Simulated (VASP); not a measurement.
The system is Te.

```xyz
3
Lattice="4.5436 0.0000 0.0000 -2.2718 3.9348 0.0000 0.0000 0.0000 5.8311" Properties=species:S:1:pos:R:3 pbc="T T T"
Te    1.1592    0.0000    1.9437
Te   -0.5796    1.0039    3.8874
Te    1.6922    2.9310    5.8311
```

The cell isn't the ideal one: a relaxed cell with its volume scaled by 0.96.

| Item | Value |
| --- | --- |
| Program | VASP 6.6.1 |
| Task | relaxation of shape and atoms at fixed volume |
| Functional | r2SCAN |
| Potentials or basis | VASP PAW PBE potentials, release 64 (Te) |
| Cutoff | 600 eV |
| k mesh | 9 × 9 × 6 |
| Occupations | gaussian, width 0.03 eV |
| Spin | no spin polarisation |

At the start: pressure 2.0 GPa; volume 34.75 Å³/atom.

Task: How do energy, volume and symmetry change on relaxing?

Result: Over 4 steps the energy falls by 6.3 meV/atom; space group P3_121 (No. 152, to 0.05 Å).

The path:
```tsv
step	energy change (eV)	largest force (eV/Å)	pressure (GPa)
1	0.0000	0.2901	2.03
2	-0.0128	0.1559	1.41
3	-0.0183	0.0444	0.40
4	-0.0188	0.0051	0.61
```

Final structure:
```
Te
1.0
     4.50583    0.00000    0.00000
    -2.25292    3.90216    0.00000
     0.00000    0.00000    5.92915
Te
3
Direct
  0.26256 0.00000 0.33333
  0.00000 0.26256 0.66667
  0.73744 0.73744 0.00000
```

Caveat: the PAW data sets were made with another functional, which shifts forces and pressure a little.
